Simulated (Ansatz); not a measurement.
# MoS2: the cost of one run

Program: Ansatz 0.2.0. Level of theory: DFT LDA, all-electron LAPW, scalar-relativistic unless said. These are calculated values, not measurements.

1 further run of the same task is left out (it didn't finish).

**1. The structure to begin with**

The structure is trigonal, space group R3m (No. 160). The conventional cell has a = 3.126 Å, b = 3.126 Å, c = 17.972 Å, α = 90.00°, β = 90.00°, γ = 120.00°. Mo (site symmetry 3m) is surrounded by 6 S at 2.38 Å. S (site symmetry 3m) is surrounded by 3 Mo at 2.38 Å.

Structure file:

```
CELL_PARAMETERS angstrom
1.56314 0.90248 5.99059
-1.56314 0.90248 5.99059
0.00000 -1.80496 5.99059
ATOMIC_POSITIONS crystal
Mo 0.00008 0.00008 0.00008
S 0.24710 0.24710 0.24710
S 0.41981 0.41981 0.41981
```

Cartesian axes are those of the input's lattice vectors. The structure goes back to a database entry.

**2. Reference run, fine mesh, LAPW**

Contents of input.yaml:

```yaml
crystal:
  lattice:
    - [1.56314456313, 0.9024819343, 5.99059245036]
    - [-1.56314456313, 0.9024819343, 5.99059245036]
    - [0.0, -1.80496386861, 5.99059245036]
  atoms:
    - { symbol: Mo, position: [8.4921425e-05, 8.4921425e-05, 8.4921425e-05] }
    - { symbol: S, position: [0.247101955347, 0.247101955347, 0.247101955347] }
    - { symbol: S, position: [0.419813123228, 0.419813123228, 0.419813123228] }
kpoints:
  mp_grid: { grid: [8, 8, 8] }
scf:
  occupations: { method: fixed }
hamiltonian:
  xc: lda
  pseudopotentials: { kind: all_electron, lapw: { basis_error: 0.001 } }
output:
  forces: true
  stress: true
  eigenvalues: true
  eigenstates:
    nscf_kmesh: { grid: [12, 12, 12] }
    de_dk: true
    e_range: [-9, 10.73509292154]
  optics:
    e_range: [0, 30]
    de: 0.2
    sigma: 0.1
    bands: { spectra_wanted_up_to: 30 }
    nscf_kmesh: { grid: [12, 12, 12] }
checkpoint:
  write: ck
  write_wavefunctions: false
```

Run with:

```bash
> ansatz run input.yaml --threads 2 --pin off --max-ram 6144MiB --backend cpu --events-out ev --progress --plain --runs-dir out
```

Q: Estimate wall time and peak memory on 2 threads of Arm Neoverse V1, shared host.

About 2.6 min, with a peak of 0.72 GiB.
